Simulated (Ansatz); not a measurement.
Runs of Ansatz 0.2.0 on InAs. It takes space group F-43m (No. 216, cubic). Conventional cell: a = 6.036 Å, b = 6.036 Å, c = 6.036 Å, α = 90.00°, β = 90.00°, γ = 90.00°. In (site symmetry -43m) has 4 As at 2.61 Å as nearest neighbours. Around As (site symmetry -43m) lie 4 In at 2.61 Å. 

| task | level | cell | k mesh | smearing | q mesh | points for each segment of the path | atoms under strain | mesh quality | gap on the mesh (eV) | pressure (GPa) |
| --- | --- | --- | --- | --- | --- | --- | --- | --- | --- | --- |
| single point | PBE | as given | 8 × 8 × 8 | gaussian 0.03 eV | - | - | - | not flagged | none | 4.3 |
| phonons | PBEsol | as given | 6 × 6 × 6 | fermi-dirac 0.05 eV | 2 × 2 × 2 | 8 | - | not flagged | none | - |
| relaxation of cell and atoms | PBEsol0 | relaxed | 4 × 4 × 4 | fermi-dirac 0.05 eV | - | - | - | coarse | 1.12 | 0.0 |
| elastic constants | PBE | as given | 6 × 6 × 6 | fermi-dirac 0.05 eV | - | - | relaxed | not flagged | none | 4.4 |
| band structure | B3LYP | as given | 4 × 4 × 4 | fermi-dirac 0.05 eV | - | 4 | - | coarse | (b) | (a) |

Alike in all rows: potentials or basis Ansatz PAW; no spin polarisation; cutoff (eV) 420.

Question: Estimate the missing entries.

Answer: (a) 5.1; (b) 0.79.

Caveats: some runs use coarse meshes; this crystal is a semiconductor, whose small gap the functional closes, so the metal is an error of the method (some runs); the PAW data sets come from PBE, with cores solved anew for the run's functional, which leaves a small shift of forces and pressure (some runs); spin-orbit coupling is left out, which moves the levels of the heavy elements (some runs); the plane-wave basis is chosen anew once the cell has moved, so the energies of steps on either side of that aren't comparable (some runs); the cell is more than 3 GPa from zero pressure, which shifts response properties (some runs); elastic constants of metals need much finer meshes, so these are rough (some runs); the thresholds are loose for stress (some runs).

A k mesh can miss the band edges, and the runs leave out spin-orbit coupling on As, In.

A gap of «none» marks a metal or a gap under the smearing width.
